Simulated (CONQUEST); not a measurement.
# Mo under changes of volume

One of the cells (15.892 Å³/atom); the others are scaled copies at fixed shape and fractional positions:

```xyz
2
Lattice="3.1676 0.0000 0.0000 0.0000 3.1676 0.0000 0.0000 0.0000 3.1676" Properties=species:S:1:pos:R:3 pbc="T T T"
Mo    0.0000    0.0000    0.0000
Mo    1.5838    1.5838    1.5838
```

```yaml
Program: CONQUEST 1.3
Functional: PBE
Potentials_or_basis: PseudoDojo NC PBE, DZP, grid of 32 × 32 × 32 points
k_mesh: 8 × 8 × 8
Occupations: fermi-dirac, width 0.05 eV
Spin: no spin polarisation
```

```csv
volume (Å³/atom),energy over the lowest point (meV/atom),pressure (GPa)
14.938,57.89,20.3
15.256,26.11,12.5
15.574,6.74,7.0
15.892,0.00,0.5
16.209,3.25,-3.6
16.527,14.41,-8.4
16.845,?,?
```

**Question.** What does the run at 16.845 Å³/atom give?

**Answer.** Energy over the lowest point 36.50 meV/atom; pressure -12.8 GPa.

Worked out: A Birch-Murnaghan fit of order 3 (a polynomial in V^(-2/3)) to the other rows has its minimum at 15.95 Å³/atom with B0 = V·E''(V) = 245 GPa and B' = 6.8. It gives 33.32 meV/atom at 16.845 Å³/atom, against the run's 36.50, and -dE/dV = -11.1 GPa, against -12.8.

Energies are extrapolated to zero smearing.

Caveats: the basis of atomic orbitals isn't converged, which shifts pressures, moduli and gaps.
